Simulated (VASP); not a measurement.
# Zr (P6/mmm) in VASP: further runs

Aim: see how the results for Zr move with the level of theory and the settings. Levels: LDA, PBEsol. Tasks: relaxation of cell and atoms.

Everything below comes from runs of VASP 6.6.1. Logs are shortened: lines on timing, memory, paths and dates and some standing lists are left out, and cuts for length are marked.

## 1. The crystal as given

The structure is hexagonal, space group P6/mmm (No. 191). The conventional cell has a = 4.849 Å, b = 4.849 Å, c = 3.043 Å, α = 90.00°, β = 90.00°, γ = 120.00°. Zr (site symmetry -6m2) has 11 Zr at 2.80 to 3.19 Å as nearest neighbours. Zr (site symmetry 6/mmm) has 14 Zr at 3.04 to 3.19 Å as nearest neighbours.

The cell was built by a generator and needn't be a form met in nature.

## 2. Relaxation of cell and atoms, LDA, target pressure 5.19 GPa, at which the enthalpy is minimised

The input, INCAR:

```
SYSTEM = Zr
  ALGO = Normal
  EDIFF = 1E-7
  EDIFFG = -0.005
  ENCUT = 600
  IBRION = 2
  ISIF = 3
  ISMEAR = 1
  LASPH = .TRUE.
  LCHARG = .FALSE.
  LREAL = .FALSE.
  LWAVE = .FALSE.
  NELM = 80
  NSW = 90
  PREC = Accurate
  PSTRESS = 51.9
  SIGMA = 0.1
```

The input, KPOINTS:

```
k-points
0
G
  9 9 12
  0 0 0
```

The input, POSCAR:

```
Zr                                      
1.0
    4.8492440669      0.0000000000     -0.0000000000
   -2.4246220334      4.1995685489      0.0000000000
   -0.0000000000     -0.0000000000      3.0425891085
  Zr            
     3
Direct
     0.6666666699999979    0.3333333300000021    0.5000000000000000
     0.3333333300000021    0.6666666699999979    0.5000000000000000
     0.0000000000000000    0.0000000000000000    0.0000000000000000
```

Potentials or basis: VASP PAW LDA potentials, release 64 (Zr_sv).

Command:

```
cat potpaw_LDA.64/Zr_sv/POTCAR > POTCAR
mpirun -np 1 vasp_std > vasp.out
```

OUTCAR:

```text
SYSTEM = Zr
   EDIFF = 1E-7
   EDIFFG = -0.005
   ENCUT = 600
   IBRION = 2
   ISIF = 3
   ISMEAR = 1
   LASPH = .TRUE.
   LREAL = .FALSE.
   NELM = 80
   NSW = 90
   PREC = Accurate
   PSTRESS = 51.9

 ion  position               nearest neighbor table
   1  0.667  0.333  0.500-   2 2.80   2 2.80   2 2.80   3 3.19   3 3.19   3 3.19   3 3.19   3 3.19
                             3 3.19
   2  0.333  0.667  0.500-   1 2.80   1 2.80   1 2.80   3 3.19   3 3.19   3 3.19   3 3.19   3 3.19
                             3 3.19
   3  0.000  0.000  0.000-   1 3.19   2 3.19   1 3.19   2 3.19   2 3.19   2 3.19   1 3.19   1 3.19
                             1 3.19   1 3.19   2 3.19   2 3.19

  LATTYP: Found a hexagonal cell.
 ALAT       =     4.8492440669
 C/A-ratio  =     0.6274357542

  Lattice vectors:

 A1 = (   4.8492440669,   0.0000000000,   0.0000000000)
 A2 = (  -2.4246220334,   4.1995685489,   0.0000000000)
 A3 = (   0.0000000000,   0.0000000000,   3.0425891085)

Analysis of symmetry for initial positions (statically):
=====================================================================
 Subroutine PRICEL returns:
 Original cell was already a primitive cell.

 Routine SETGRP: Setting up the symmetry group for a
 hexagonal supercell.

 Subroutine GETGRP returns: Found 24 space group operations
 (whereof 24 operations were pure point group operations)
 out of a pool of 24 trial point group operations.

The static configuration has the point symmetry D_6h.

Analysis of symmetry for dynamics (positions and initial velocities):
=====================================================================
 Subroutine PRICEL returns:
 Original cell was already a primitive cell.

 Routine SETGRP: Setting up the symmetry group for a
 hexagonal supercell.

 Subroutine GETGRP returns: Found 24 space group operations
 (whereof 24 operations were pure point group operations)
 out of a pool of 24 trial point group operations.

The dynamic configuration has the point symmetry D_6h.

 Subroutine INISYM returns: Found 24 space group operations
 (whereof 24 operations are pure point group operations),
 and found     1 'primitive' translations

----------------------------------------------------------------------------------------

                                     Primitive cell

  volume of cell :      61.9615

  direct lattice vectors                    reciprocal lattice vectors
     4.849244067  0.000000000  0.000000000     0.206217709  0.119059850  0.000000000
    -2.424622033  4.199568549  0.000000000     0.000000000  0.238119699  0.000000000
     0.000000000  0.000000000  3.042589109     0.000000000  0.000000000  0.328667449

  length of vectors
     4.849244067  4.849244065  3.042589109     0.238119699  0.238119699  0.328667449

  position of ions in fractional coordinates (direct lattice)
     0.666666670  0.333333330  0.500000000
     0.333333330  0.666666670  0.500000000
     0.000000000  0.000000000  0.000000000

  ion indices of the primitive-cell ions
   primitive index   ion index
                 1           1
                 2           2
                 3           3

----------------------------------------------------------------------------------------

 KPOINTS: k-points

Automatic generation of k-mesh.
 Grid dimensions read from file:
 generate k-points for:    9    9   12

 Generating k-lattice:

  Cartesian coordinates                     Fractional coordinates (reciprocal lattice)
     0.022913079  0.013228872  0.000000000     0.111111111 -0.000000000  0.000000000
     0.000000000  0.026457744  0.000000000     0.000000000  0.111111111  0.000000000
     0.000000000  0.000000000  0.027388954     0.000000000  0.000000000  0.083333333

  Length of vectors
     0.026457744  0.026457744  0.027388954

  Shift w.r.t. Gamma in fractional coordinates (k-lattice)
     0.000000000  0.000000000  0.000000000

 Subroutine IBZKPT returns following result:
 ===========================================

 Found     84 irreducible k-points:

 Following reciprocal coordinates:
            Coordinates               Weight
  0.000000  0.000000  0.000000      1.000000
  0.111111  0.000000  0.000000      6.000000
  0.222222  0.000000  0.000000      6.000000
  0.333333  0.000000  0.000000      6.000000
  0.444444  0.000000  0.000000      6.000000
  0.111111  0.111111  0.000000      6.000000
[... 16 lines left out ...]
  0.333333  0.222222  0.083333     24.000000
  0.333333  0.333333  0.083333      4.000000
 [... further k-points ...]
   k-points           NKPTS =     84   k-points in BZ     NKDIM =     84   number of bands    NBANDS=     22
   number of dos      NEDOS =    301   number of ions     NIONS =      3
   total plane-waves  NPLWV =  38400
   dimension x,y,z NGX =    40 NGY =   40 NGZ =   24
   dimension x,y,z NGXF=    80 NGYF=   80 NGZF=   48
   ions per type =               3
   NGX,Y,Z   is equivalent  to a cutoff of  13.71, 13.71, 13.11 a.u.
   NGXF,Y,Z  is equivalent  to a cutoff of  27.43, 27.43, 26.23 a.u.
 SYSTEM =  Zr
   PREC   = accura    normal or accurate (medium, high low for compatibility)
   ISTART =      0    job   : 0-new  1-cont  2-samecut
   ICHARG =      2    charge: 1-file 2-atom 10-const
   ISPIN  =      1    spin polarized calculation?
   LNONCOLLINEAR =      F non collinear calculations
   LSORBIT =      F    spin-orbit coupling
   LASPH  =      T    aspherical Exc in radial PAW
   ENCUT  =  600.0 eV  44.10 Ry    6.64 a.u.   9.69  9.69  6.08*2*pi/ulx,y,z
   NELM   =     80;   NELMIN=  2; NELMDL= -5     # of ELM steps
   EDIFF  = 0.1E-06   stopping-criterion for ELM
   LREAL  =      F    real-space projection
   EDIFFG = -.5E-02   stopping-criterion for IOM
   NSW    =     90    number of steps for IOM
   IBRION =      2    ionic relax: 0-MD 1-quasi-New 2-CG
   NFREE  =      1    steps in history (QN), initial steepest desc. (CG)
   ISIF   =      3    stress and relaxation
   ISYM   =      2    0-nonsym 1-usesym 2-fastsym
   POTIM  = 0.5000    time-step for ionic-motion
   TEBEG  =    0.0;   TEEND  =   0.0 temperature during run
   PSTRESS=   51.9 pullay stress
   NELECT =      36.0000    total number of electrons
   NUPDOWN=      -1.0000    fix difference up-down
   EMIN   =  10.00;   EMAX   =-10.00  energy-range for DOS
[... 5 lines left out ...]
     AMIX     =   0.40;   BMIX     =  1.00
     AMIX_MAG =   1.60;   BMIX_MAG =  1.00
  volume/ion in A,a.u.               =      20.65       139.38
  Fermi-wavevector in a.u.,A,eV,Ry     =   1.366055  2.581470 25.389933  1.866107
  Thomas-Fermi vector in A             =   2.492230
   LORBIT       =      0    0 simple, 1 ext, 2 COOP (PROOUT), +10 PAW based schemes
   GGA     = CA    functional components
   LHFCALC =     F    Hartree Fock is set to
   AEXX    =    0.0000 exact exchange contribution
   IVDW    =     0    specifies the selected vdW correction
   LEPSILON=     F    determine dielectric tensor
   LRPA    =     F    only Hartree local field effects (RPA)
 conjugate gradient relaxation of ions
 non-spin polarized calculation
 Methfessel and Paxton  Order N= 1 SIGMA  =   0.10
  energy-cutoff  :      600.00
  volume of cell :       61.96
 maximum number of plane-waves:      2094
 NGX is ok and might be reduce to    40
   NGX = 19   NGY = 19   NGZ = 13

--------------------------------------- Ionic step        1  -------------------------------------------

 number of electron      36.0000000 magnetization

 Free energy of the ion-electron system (eV)
  ---------------------------------------------------
  ext. energy  EPLUGINS =         0.00000000
  ---------------------------------------------------
  free energy    TOTEN  =       -27.87715287 eV

  energy without entropy =      -27.87835956  energy(sigma->0) =      -27.87755510

------------------------ aborting loop because EDIFF is reached ----------------------------------------

  FORCE on cell =-STRESS in cart. coord.  units (eV):
  Direction    XX          YY          ZZ          XY          YZ          ZX
  --------------------------------------------------------------------------------------
  -------------------------------------------------------------------------------------
  Total        1.9939105      1.9939105      1.9908611      0.0000000      0.0000000      0.0000000
  in kB       51.5577809     51.5577808     51.4789315      0.0000000      0.0000000      0.0000000
  external PRESSURE =      -0.3685023 kB  Pullay stress =      51.9000000 kB

 VOLUME and BASIS-vectors are now :
 -----------------------------------------------------------------------------
  energy-cutoff  :      600.00
  volume of cell :       61.96
      direct lattice vectors                 reciprocal lattice vectors
     4.849244067  0.000000000  0.000000000     0.206217709  0.119059850  0.000000000
    -2.424622033  4.199568549  0.000000000     0.000000000  0.238119699  0.000000000
     0.000000000  0.000000000  3.042589109     0.000000000  0.000000000  0.328667449
[... 48 lines left out ...]
  FREE ENERGIE OF THE ION-ELECTRON SYSTEM (eV)
  ---------------------------------------------------
  free  energy   TOTEN  =       -27.8757710861 eV

  energy  without entropy=      -27.8769585413  energy(sigma->0) =      -27.87616690

  enthalpy is  TOTEN    =       -25.8700054777 eV   P V=        2.0057656084

--------------------------------------- Ionic step        3  -------------------------------------------

 number of electron      36.0000000 magnetization

 Free energy of the ion-electron system (eV)
  ---------------------------------------------------
  ext. energy  EPLUGINS =         0.00000000
  ---------------------------------------------------
  free energy    TOTEN  =       -27.87660619 eV

  energy without entropy =      -27.87780536  energy(sigma->0) =      -27.87700591

 E-fermi :  10.0449     XC(G=0): -11.8492

 val. band max:       10.0286183273   @ k =   0.4444   0.1111   0.2500
 cond. band min:      10.0529736207   @ k =   0.4444   0.0000   0.0000
 fundamental gap:      0.0243552933
 Fermi energy:        10.0449187221

 k-point     1 :       0.0000    0.0000    0.0000
  band No.  band energies     occupation
      1     -38.3109      2.00000
      2     -38.0396      2.00000
      3     -37.7681      2.00000
      4     -16.7896      2.00000
      5     -16.7896      2.00000
      6     -16.6774      2.00000
[... 14 lines left out ...]
     21      11.7917     -0.00000
     22      11.7917     -0.00000
[... 552 lines left out ...]
  band No.  band energies     occupation
      1     -38.2475      2.00000
      2     -37.9303      2.00000
      3     -37.9303      2.00000
      4     -16.9402      2.00000
      5     -16.7582      2.00000
      6     -16.7582      2.00000
[... 14 lines left out ...]
     21      10.7809     -0.00000
     22      11.7420     -0.00000

 [... further k-points ...]
[... 5 lines left out ...]
  --------------------------------------------------------------------------------------
  -------------------------------------------------------------------------------------
  Total        2.0068935      2.0068935      2.0049395      0.0000000      0.0000000      0.0000000
  in kB       51.9076775     51.9076774     51.8571388      0.0000000      0.0000000      0.0000000
  external PRESSURE =      -0.0091688 kB  Pullay stress =      51.9000000 kB

 VOLUME and BASIS-vectors are now :
 -----------------------------------------------------------------------------
  energy-cutoff  :      600.00
  volume of cell :       61.94
      direct lattice vectors                 reciprocal lattice vectors
     4.848833730  0.000000000  0.000000000     0.206235160  0.119069925 -0.000000000
    -2.424416865  4.199213186 -0.000000000    -0.000000000  0.238139850  0.000000000
     0.000000000  0.000000000  3.042272328    -0.000000000  0.000000000  0.328701672

 POSITION                                       TOTAL-FORCE (eV/Angst)
 -----------------------------------------------------------------------------------
      2.42442      1.39974      1.52114         0.000000      0.000000      0.000000
     -0.00000      2.79948      1.52114        -0.000000      0.000000      0.000000
      0.00000      0.00000      3.04227        -0.000000      0.000000      0.000000
 -----------------------------------------------------------------------------------
    total drift:                                0.000000     -0.000000      0.000000

  FREE ENERGIE OF THE ION-ELECTRON SYSTEM (eV)
  ---------------------------------------------------
  free  energy   TOTEN  =       -27.8766061902 eV

  energy  without entropy=      -27.8778053564  energy(sigma->0) =      -27.87700591

  enthalpy is  TOTEN    =       -25.8700095618 eV   P V=        2.0065966284

 reached required accuracy - stopping structural energy minimisation
```

Wall time 91 s (1 thread of Intel Xeon 6975P-C (Granite Rapids), shared host); peak memory 0.24 GiB.

What came out:

* Free energy: -27.8766 eV
* Relaxed volume: 20.65 Å³/atom
* Relaxed cell: a = 4.849 Å, b = 4.849 Å, c = 3.042 Å, α = 90.00°, β = 90.00°, γ = 120.00°
* Space group after relaxing (to 0.05 Å): P6/mmm (No. 191)
* Energy change on relaxing (the enthalpy is what falls): +0.2 meV/atom
* Ionic steps: 3
* Pressure after relaxing: 5.2 GPa
* Band gap on the k mesh: none (metal or under the smearing width)

The path:
| step | energy change (eV) | largest force (eV/Å) | pressure (GPa) | volume (Å³) |
| --- | --- | --- | --- | --- |
| 1 | 0.0000 | 0.0000 | 5.15 | 61.96 |
| 2 | 0.0014 | 0.0000 | 5.24 | 61.92 |
| 3 | 0.0005 | 0.0000 | 5.19 | 61.94 |

Final structure:
```
Zr
1.0
     4.84883    0.00000    0.00000
    -2.42442    4.19921    0.00000
     0.00000    0.00000    3.04227
Zr
3
Direct
  0.66667 0.33333 0.50000
  0.33333 0.66667 0.50000
  0.00000 0.00000 0.00000
```

Caveat: the cell is relaxed towards a set pressure, so the enthalpy falls and the energy may rise.

(Continued in part 2 of 2.)
